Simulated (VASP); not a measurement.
A run of VASP 6.6.1 is set up as follows.

The input POSCAR:

```
C
1.0
    0.0000000000      1.7833700000      1.7833700000
    1.7833700000      0.0000000000      1.7833700000
    1.7833700000      1.7833700000      0.0000000000
C
2
Direct
    0.7500000000      0.7500000000      0.7500000000
    0.5000000000      0.5000000000      0.5000000000
```

INCAR.step1

```
  PREC = Accurate
  ENCUT = 500
  EDIFF = 1E-6
  ISMEAR = -1
  SIGMA = 0.05
  LREAL = False
  LASPH = True
  NELM = 80
  ALGO = Fast
  ISIF = 2
  LWAVE = False
  LCHARG = True
  GGA = PE
```

KPOINTS.step1

```
regular mesh
0
Gamma
  13 13 13
```

INCAR.step2

```
  PREC = Accurate
  ENCUT = 500
  EDIFF = 1E-6
  ISMEAR = 0
  SIGMA = 0.05
  LREAL = False
  LASPH = True
  NELM = 80
  ALGO = Fast
  ISIF = 2
  LWAVE = False
  LCHARG = False
  GGA = PE
  ICHARG = 11
```

File KPOINTS.step2:

```
path GXWKGLUWLK,UX
10
line-mode
reciprocal
 0.0000000000  0.0000000000  0.0000000000  G
 0.5000000000  0.0000000000  0.5000000000  X

 0.5000000000  0.0000000000  0.5000000000  X
 0.5000000000  0.2500000000  0.7500000000  W

 0.5000000000  0.2500000000  0.7500000000  W
 0.3750000000  0.3750000000  0.7500000000  K

 0.3750000000  0.3750000000  0.7500000000  K
 0.0000000000  0.0000000000  0.0000000000  G

 0.0000000000  0.0000000000  0.0000000000  G
 0.5000000000  0.5000000000  0.5000000000  L

 0.5000000000  0.5000000000  0.5000000000  L
 0.6250000000  0.2500000000  0.6250000000  U

 0.6250000000  0.2500000000  0.6250000000  U
 0.5000000000  0.2500000000  0.7500000000  W

 0.5000000000  0.2500000000  0.7500000000  W
 0.5000000000  0.5000000000  0.5000000000  L

 0.5000000000  0.5000000000  0.5000000000  L
 0.3750000000  0.3750000000  0.7500000000  K

 0.6250000000  0.2500000000  0.6250000000  U
 0.5000000000  0.0000000000  0.5000000000  X
```

Potentials or basis: VASP PAW PBE potentials, release 54 (C).

Command:

```bash
$ cat potpaw_PBE.54/C/POTCAR > POTCAR
$ cp INCAR.step1 INCAR
$ cp KPOINTS.step1 KPOINTS
$ mpirun -np 1 vasp_std > vasp.out
$ cp INCAR.step2 INCAR
$ cp KPOINTS.step2 KPOINTS
$ mpirun -np 1 vasp_std > vasp.out
```

(1) Estimate the band gap along the path.

(2) Predict the band gap on the k mesh.

## Answers

(1) 4.15 eV, indirect (least direct gap 5.59 eV).

(2) 4.14 eV, indirect (least direct gap 5.59 eV).

Caveat: the log is that of the step along the path at fixed density, whose energy, stress, charges and moments have no meaning.
